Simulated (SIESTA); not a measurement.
Crystal: SnTe.

```
Te Sn
1.0
     0.00000    3.15085    3.15085
     3.15085    0.00000    3.15085
     3.15085    3.15085    0.00000
Te Sn
1 1
Direct
  0.50000 0.50000 0.50000
  0.00000 0.00000 0.00000
```

Program: SIESTA 5.4.2. Alike in all runs: no spin polarisation; cell as given; k mesh 7 × 7 × 7; smearing fermi-dirac 0.05 eV; grid cutoff 500 Ry.

Order these runs on this cell by their pressure, lowest first.
A. level AM05; potentials or basis PseudoDojo 0.4 standard (PBEsol files), DZP (energy shift 0.003 Ry; two zetas on semicore shells); energy shift 0.003 Ry
B. level PBE; potentials or basis PseudoDojo 0.4 standard (PBE files), DZP (energy shift 0.002 Ry); energy shift 0.002 Ry
C. level BLYP; potentials or basis PseudoDojo 0.4 standard (PBE files), DZP (energy shift 0.003 Ry; two zetas on semicore shells); energy shift 0.003 Ry

A (0.6 GPa), B (3.6 GPa), C (6.6 GPa).

Caveats: the basis of atomic orbitals isn't converged, which shifts pressures, moduli and gaps; the potentials were made for another functional, which shifts forces and pressure (some runs); semicore shells carry a single zeta, which can move pressures by several GPa and volumes by a few percent (some runs).

Not every run made on this cell is shown here.
